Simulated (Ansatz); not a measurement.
An input for Ansatz 0.2.0 (As on the P site in GaP (32-atom cell)):

```yaml
crystal:
  lattice:
    - [-5.4505, 5.4505, -5.4505]
    - [5.4505, 5.4505, 5.4505]
    - [5.4505, -5.4505, -5.4505]
  atoms:
    - { symbol: Ga, position: [0.0, -0.0064536392, 0.0] }
    - { symbol: Ga, position: [0.2564536392, 0.5064536392, 0.2564536392] }
    - { symbol: Ga, position: [0.5004204651, 0.0009705757, 0.5004204651] }
    - { symbol: Ga, position: [0.7494498894, 0.4990294243, 0.7494498894] }
    - { symbol: Ga, position: [0.7435463608, 0.25, 0.0] }
    - { symbol: Ga, position: [0.0, 0.7495795349, 0.2505501106] }
    - { symbol: Ga, position: [0.2505501106, 0.25, 0.4995795349] }
    - { symbol: Ga, position: [0.5004204651, 0.7504204651, 0.7509705757] }
    - { symbol: Ga, position: [0.4995795349, 0.5005501106, 0.0] }
    - { symbol: Ga, position: [0.7494498894, -0.0005501106, 0.2490294243] }
    - { symbol: Ga, position: [0.0, 0.5005501106, 0.4995795349] }
    - { symbol: Ga, position: [0.2490294243, -0.0005501106, 0.7494498894] }
    - { symbol: Ga, position: [0.2505501106, 0.7495795349, 0.0] }
    - { symbol: Ga, position: [0.4995795349, 0.25, 0.2505501106] }
    - { symbol: Ga, position: [0.7509705757, 0.7504204651, 0.5004204651] }
    - { symbol: Ga, position: [0.0, 0.25, 0.7435463608] }
    - { symbol: As, position: [0.0, 0.25, 0.0] }
    - { symbol: P, position: [0.250876738, 0.7518900449, 0.250876738] }
    - { symbol: P, position: [0.5, 0.25, 0.5] }
    - { symbol: P, position: [0.7489866931, 0.7481099551, 0.7489866931] }
    - { symbol: P, position: [0.749123262, 0.5010133069, 0.0] }
    - { symbol: P, position: [0.0, -0.000876738, 0.2510133069] }
    - { symbol: P, position: [0.250876738, 0.500876738, 0.5018900449] }
    - { symbol: P, position: [0.4981099551, -0.0010133069, 0.7489866931] }
    - { symbol: P, position: [0.5, 0.75, 0.0] }
    - { symbol: P, position: [0.749123262, 0.25, 0.2510133069] }
    - { symbol: P, position: [0.0, 0.75, 0.5] }
    - { symbol: P, position: [0.2510133069, 0.25, 0.749123262] }
    - { symbol: P, position: [0.2510133069, -0.000876738, 0.0] }
    - { symbol: P, position: [0.5018900449, 0.500876738, 0.250876738] }
    - { symbol: P, position: [0.7489866931, -0.0010133069, 0.4981099551] }
    - { symbol: P, position: [0.0, 0.5010133069, 0.749123262] }
kpoints:
  mp_grid: { grid: [2, 2, 2] }
hamiltonian:
  xc: lda
  pseudopotentials: { kind: paw, azcp: { folder: soft_1 }, xc_functional: pbe }
scf:
  occupations: { method: fixed }
  n_extra_bands: 11
output:
  eigenvalues: true
  band_densities:
    - { bands: [v5, v5] }
    - { bands: [v4, v4] }
    - { bands: [v3, v3] }
    - { bands: [v2, v2] }
    - { bands: [v1, v1] }
    - { bands: [c1, c1] }
    - { bands: [c2, c2] }
    - { bands: [c3, c3] }
    - { bands: [c4, c4] }
    - { bands: [c5, c5] }
  volumetric_format: npy
```

```sh
ansatz run input.yaml --threads 8 --pin off --max-ram 17510MiB --backend cpu --events-out ev --progress --plain --runs-dir out
```

Question: Estimate wall time and host memory on 8 threads of Arm Neoverse V2, shared host.

It took 17 s; on shared hardware allow 8.3 s to 33 s. Peak host memory was 2.2 GiB. The sizes that set the cost: 12623 plane waves a state, 3 irreducible k points and 11 SCF cycles.

[Paths, hosts, dates, memory and timing lines, banners, echoed tables and standing remarks are left out of the program output.]

[Logs are printed without paths, hosts, clocks, repeated set-up lines and the standing remarks that a program may print on its own settings, such as how far it seeks lower states.]

[Runs of the session that timed out or met a known fault of the program may be left out.]

[Cells called generated may have been cut or substituted from an entry of the Crystallography Open Database or the Materials Project.]

[Hosts, paths, dates, database ids (printed as entryN), source tags and the programs' standing remarks are cut or masked in the printed files.]
